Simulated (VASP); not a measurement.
A run of VASP 6.6.1 is set up as follows.

INCAR

```
  PREC = Accurate
  ENCUT = 550
  EDIFF = 1E-7
  ISMEAR = -1
  SIGMA = 0.1
  LREAL = F
  LASPH = T
  NELM = 60
  ALGO = Normal
  ISIF = 2
  LWAVE = F
  LCHARG = F
  GGA = B5
  ALDAX = 1.0
  AGGAX = 1.0
  AGGAC = 1.0
  ALDAC = 0.0
  IVDW = 11
  VDW_S6 = 1.0
  VDW_S8 = 1.682
  VDW_SR = 1.094
  VDW_SR8 = 1.0
  NBANDS = 20
```

Contents of KPOINTS:

```
regular mesh
0
Gamma
  10 10 4
```

Contents of POSCAR:

```
Al2O3
1.0
    2.8916051559      0.0000000000      0.0000000000
   -1.4458025780      2.5042035228      0.0000000000
    0.0000000000      0.0000000000      7.2586522702
Al O
2 3
Direct
    0.0000000000      0.0000000000      0.7220490000
    0.0000000000      0.0000000000      0.2779510000
    0.0000000000      0.0000000000      0.5000000000
    0.6666666667      0.3333333333      0.8005460000
    0.3333333333      0.6666666667      0.1994540000
```

The input KPOINTS_OPT:

```
path GMKGALHA,LM,KH
10
line-mode
reciprocal
 0.0000000000  0.0000000000  0.0000000000  G
 0.5000000000  0.0000000000  0.0000000000  M

 0.5000000000  0.0000000000  0.0000000000  M
 0.3333333333  0.3333333333  0.0000000000  K

 0.3333333333  0.3333333333  0.0000000000  K
 0.0000000000  0.0000000000  0.0000000000  G

 0.0000000000  0.0000000000  0.0000000000  G
 0.0000000000  0.0000000000  0.5000000000  A

 0.0000000000  0.0000000000  0.5000000000  A
 0.5000000000  0.0000000000  0.5000000000  L

 0.5000000000  0.0000000000  0.5000000000  L
 0.3333333333  0.3333333333  0.5000000000  H

 0.3333333333  0.3333333333  0.5000000000  H
 0.0000000000  0.0000000000  0.5000000000  A

 0.5000000000  0.0000000000  0.5000000000  L
 0.5000000000  0.0000000000  0.0000000000  M

 0.3333333333  0.3333333333  0.0000000000  K
 0.3333333333  0.3333333333  0.5000000000  H
```

Potentials or basis: VASP PAW PBE potentials, release 64 (Al_GW, O_GW).

Command:

```console
$ cat potpaw_PBE.64/Al_GW/POTCAR potpaw_PBE.64/O_GW/POTCAR > POTCAR
$ mpirun -np 1 vasp_std > vasp.out
```

Estimate the band gap along the path.

3.47 eV, direct.

What does it give for the band gap on the k mesh?

3.47 eV, direct.

What does it give for the largest force?

1.508 eV/Å.

Estimate the pressure.

24.5 GPa.

Levels at the corners of the path, in eV from the valence-band top:
| point | band 9 | band 10 | band 11 | band 12 | band 13 | band 14 | band 15 | band 16 |
| --- | --- | --- | --- | --- | --- | --- | --- | --- |
| Γ | -3.86 | -2.45 | 0.00 | 0.00 | 3.47 | 5.60 | 8.40 | 11.62 |
| M | -3.75 | -3.29 | -1.96 | -0.58 | 5.18 | 7.11 | 9.22 | 10.29 |
| M | -3.75 | -3.29 | -1.96 | -0.58 | 5.18 | 7.11 | 9.22 | 10.29 |
| K | -3.79 | -3.64 | -1.60 | -1.60 | 7.52 | 7.52 | 8.39 | 11.11 |
| K | -3.79 | -3.64 | -1.60 | -1.60 | 7.52 | 7.52 | 8.39 | 11.11 |
| Γ | -3.86 | -2.45 | 0.00 | 0.00 | 3.47 | 5.60 | 8.40 | 11.62 |
| Γ | -3.86 | -2.45 | 0.00 | 0.00 | 3.47 | 5.60 | 8.40 | 11.62 |
| A | -3.82 | -3.32 | 0.00 | 0.00 | 4.36 | 4.65 | 9.25 | 9.78 |
| A | -3.82 | -3.32 | 0.00 | 0.00 | 4.36 | 4.65 | 9.25 | 9.78 |
| L | -3.67 | -3.58 | -1.86 | -0.57 | 5.76 | 6.31 | 9.37 | 9.58 |
| L | -3.67 | -3.58 | -1.86 | -0.57 | 5.76 | 6.31 | 9.37 | 9.58 |
| H | -3.70 | -3.70 | -1.70 | -1.70 | 7.55 | 7.55 | 8.43 | 11.69 |
| H | -3.70 | -3.70 | -1.70 | -1.70 | 7.55 | 7.55 | 8.43 | 11.69 |
| A | -3.82 | -3.32 | 0.00 | 0.00 | 4.36 | 4.65 | 9.25 | 9.78 |
| L | -3.67 | -3.58 | -1.86 | -0.57 | 5.76 | 6.31 | 9.37 | 9.58 |
| M | -3.75 | -3.29 | -1.96 | -0.58 | 5.18 | 7.11 | 9.22 | 10.29 |
| K | -3.79 | -3.64 | -1.60 | -1.60 | 7.52 | 7.52 | 8.39 | 11.11 |
| H | -3.70 | -3.70 | -1.70 | -1.70 | 7.55 | 7.55 | 8.43 | 11.69 |

Caveat: the PAW data sets were made with another functional, which shifts forces and pressure a little.
